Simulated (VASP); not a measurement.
Here is a VASP 6.6.1 calculation.

File INCAR:

```
PREC = Accurate ; ENCUT = 520
EDIFF = 1E-6 ; ISMEAR = 0
SIGMA = 0.02 ; LREAL = F
LASPH = T ; NELM = 100
ALGO = Normal ; ISIF = 2
LWAVE = F ; LCHARG = F
ISPIN = 2 ; MAGMOM = 0.6 3 0 0
LORBIT = 11 ; LMAXMIX = 4
GGA = PS
```

File KPOINTS:

```
regular mesh
0
Gamma
  10 10 10
```

POSCAR

```
CrCuO2
1.0
    1.4867000000      0.8583466452      5.7000000000
   -1.4867000000      0.8583466452      5.7000000000
    0.0000000000     -1.7166932904      5.7000000000
Cu Cr O
1 1 2
Direct
    0.0000000000      0.0000000000      0.0000000000
    0.5000000000      0.5000000000      0.5000000000
    0.8920800000      0.8920800000      0.8920800000
    0.1079200000      0.1079200000      0.1079200000
```

Contents of KPOINTS_OPT:

```
path GLB1,BZGX,QFP1Z,LP
15
line-mode
reciprocal
 0.0000000000  0.0000000000  0.0000000000  G
 0.5000000000  0.0000000000  0.0000000000  L

 0.5000000000  0.0000000000  0.0000000000  L
 0.5000000000  0.1817843226 -0.1817843226  B1

 0.8182156774  0.5000000000  0.1817843226  B
 0.5000000000  0.5000000000  0.5000000000  Z

 0.5000000000  0.5000000000  0.5000000000  Z
 0.0000000000  0.0000000000  0.0000000000  G

 0.0000000000  0.0000000000  0.0000000000  G
 0.3408921613  0.0000000000 -0.3408921613  X

 0.6591078387  0.3408921613  0.0000000000  Q
 0.5000000000  0.5000000000  0.0000000000  F

 0.5000000000  0.5000000000  0.0000000000  F
 0.6591078387  0.6591078387  0.1817843226  P1

 0.6591078387  0.6591078387  0.1817843226  P1
 0.5000000000  0.5000000000  0.5000000000  Z

 0.5000000000  0.0000000000  0.0000000000  L
 0.8182156774  0.3408921613  0.3408921613  P
```

Potentials or basis: VASP PAW PBE potentials, release 64 (Cu, Cr_pv, O).

Launch:

```sh
$ cat potpaw_PBE.64/Cu/POTCAR potpaw_PBE.64/Cr_pv/POTCAR potpaw_PBE.64/O/POTCAR > POTCAR
$ mpirun -np 1 vasp_std > vasp.out
```

**Question.** What does it give for the pressure?

**Answer.** -3.0 GPa.

**Question.** What does it give for the site moments?

**Answer.** Cu +0.03; Cr +2.82; O -0.01 μB.

**Question.** Predict the net moment.

**Answer.** 3.00 μB per cell.

Forces on the atoms (eV/Å):
```
Cu   0.000  0.000  0.000
Cr   0.000  0.000  0.000
O    0.000  0.000 -0.086
O    0.000  0.000  0.086
```

Caveat: the PAW data sets were made with another functional, which shifts forces and pressure a little; only a ferromagnetic start was run, and an antiferromagnetic order may lie lower in energy.
